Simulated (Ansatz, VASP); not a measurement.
## ZrS in VASP and in Ansatz

```
Zr S
1.0
     0.00000    2.62500    2.62500
     2.62500    0.00000    2.62500
     2.62500    2.62500    0.00000
Zr S
1 1
Direct
  0.00000 0.00000 0.00000
  0.50000 0.50000 0.50000
```

Alike in both runs: task relaxation of cell and atoms; functional PBEsol; k mesh 4 × 4 × 4; occupations gaussian, width 0.1 eV; no spin polarisation.

|  | VASP | Ansatz |
| --- | --- | --- |
| version | VASP 6.6.1 | Ansatz 0.2.0 |
| potentials or method | VASP PAW PBE potentials, release 64 (Zr_sv, S) | scalar-relativistic, plane waves, PAW |
| plane-wave cutoff (eV) | 600 | 420 |
| valence electrons in the cell | 18 | 18 |

|  | VASP | Ansatz | Ansatz less VASP |
| --- | --- | --- | --- |
| gap on the k mesh at the Fermi level, each at its own relaxed structure (eV) | none | none | - |
| relaxed volume (Å³/atom) | 17.20 | 17.17 | -0.025 |
| relaxed cell length with the largest relative difference (Å) | 3.650 | 3.649 | -0.0018 |
| energy change over the relaxation (meV/atom) | -19 | -21 | -1.5 |

A gap of «none» marks a metal or a gap that the smearing closes.

Caveats: the k mesh is coarse (spacing up to 0.52 Å⁻¹), so the values aren't converged; the bands computed are all filled at some k points, so no gap is given; the PAW data sets were made with another functional, which shifts forces and pressure a little (VASP).
